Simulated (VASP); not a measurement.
ZrO2:

```
Zr O
1.0
     0.00000    2.54507    2.54507
     2.54507    0.00000    2.54507
     2.54507    2.54507    0.00000
Zr O
1 2
Direct
  0.00000 0.00000 0.00000
  0.25000 0.25000 0.25000
  0.75000 0.75000 0.75000
```

Measurements of this composition are mostly on another form, of space group No. 14.

* Program: VASP 6.6.1
* Task: relaxation of cell and atoms
* Functional: RPBE
* Potentials or basis: VASP PAW PBE potentials, release 64 (Zr_sv, O)
* Cutoff: 600 eV
* k mesh: 8 × 8 × 8
* Occupations: gaussian, width 0.02 eV
* Spin: no spin polarisation

At the start: pressure 8.4 GPa; volume 10.99 Å³/atom.

**Question.** How do energy, volume and symmetry change on relaxing?

**Answer.** Over 7 steps the energy falls by 9.9 meV/atom and the volume is 11.38 Å³/atom (+3.5 %); space group Fm-3m (No. 225, to 0.05 Å).

The path:
```tsv
step	energy change (eV)	largest force (eV/Å)	pressure (GPa)	volume (Å³)
1	0.0000	0.0000	8.37	32.97
2	0.0205	0.0000	-9.41	35.79
3	-0.0297	0.0000	-0.08	34.16
4	-0.0297	0.0000	0.07	34.13
5	-0.0297	0.0000	0.08	34.13
6	-0.0297	0.0000	0.08	34.14
7	-0.0297	0.0000	0.07	34.14
```

Final structure:
```cif
data_structure
_symmetry_space_group_name_H-M 'P 1'
_symmetry_Int_Tables_number 1
_cell_length_a 3.6411
_cell_length_b 3.6411
_cell_length_c 3.6411
_cell_angle_alpha 60.000
_cell_angle_beta 60.000
_cell_angle_gamma 60.000
_cell_volume 34.14
loop_
_atom_site_label
_atom_site_type_symbol
_atom_site_fract_x
_atom_site_fract_y
_atom_site_fract_z
_atom_site_occupancy
Zr1 Zr 0.00000 0.00000 0.00000 1
O1 O 0.25000 0.25000 0.25000 1
O2 O 0.75000 0.75000 0.75000 1
```

Caveat: the PAW data sets were made with another functional, which shifts forces and pressure a little.
